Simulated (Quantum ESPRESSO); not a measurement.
Crystal: CsH.

```
CELL_PARAMETERS angstrom
0.00000 3.18800 3.18800
3.18800 0.00000 3.18800
3.18800 3.18800 0.00000
ATOMIC_POSITIONS crystal
Cs 0.00000 0.00000 0.00000
H 0.50000 0.50000 0.50000
```

Base run:

- Program: Quantum ESPRESSO 7.5
- Functional: PBEsol
- Potentials or basis: PseudoDojo 0.4.1 SR PBEsol standard
- Cutoff: 980 eV
- Density cutoff: 3918 eV
- k mesh: 6 × 6 × 6
- Occupations: fixed
- Spin: no spin polarisation

Its results: band gap on the k mesh, mean-field level 2.15 eV, direct.

Problem. The run is repeated on the same cell with these changes: functional from PBEsol to LDA; potentials or basis from PseudoDojo 0.4.1 SR PBEsol standard to PseudoDojo 0.4.1 SR LDA standard; cutoff from 980 eV to 1007 eV; density cutoff from 3918 eV to 4027 eV. What comes out?

Solution. Band gap on the k mesh, mean-field level 1.96 eV, direct.

Caveats: spin-orbit coupling is left out, which moves the levels of the heavy elements.

A k mesh can miss the band edges.

Not every run made on this cell is shown here.
